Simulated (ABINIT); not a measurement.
MgO:

```
CELL_PARAMETERS angstrom
0.00000 2.09700 2.09700
2.09700 0.00000 2.09700
2.09700 2.09700 0.00000
ATOMIC_POSITIONS crystal
Mg 0.00000 0.00000 0.00000
O 0.50000 0.50000 0.50000
```

The cell is a database's computed one.

Base run:

- Program: ABINIT 10.8.3 (patched build)
- Functional: r2SCAN
- Potentials or basis: JTH PAW PBE v2.0
- Cutoff: 762 eV
- k mesh: 11 × 11 × 11
- Occupations: fermi-dirac, width 0.05 eV
- Spin: no spin polarisation

Its results: band gap on the k mesh 5.77 eV, direct; pressure 1.7 GPa.

Task: The run is repeated on the same cell with these changes: functional from r2SCAN to RPBE. What comes out?

Result: Band gap on the k mesh 4.97 eV, direct; pressure 11.1 GPa.

r2SCAN gives the wider gap, since meta-GGAs in the generalised Kohn-Sham scheme recover part of the derivative discontinuity.

Caveats: the PAW data sets were made with another functional, which shifts forces and pressure a little.
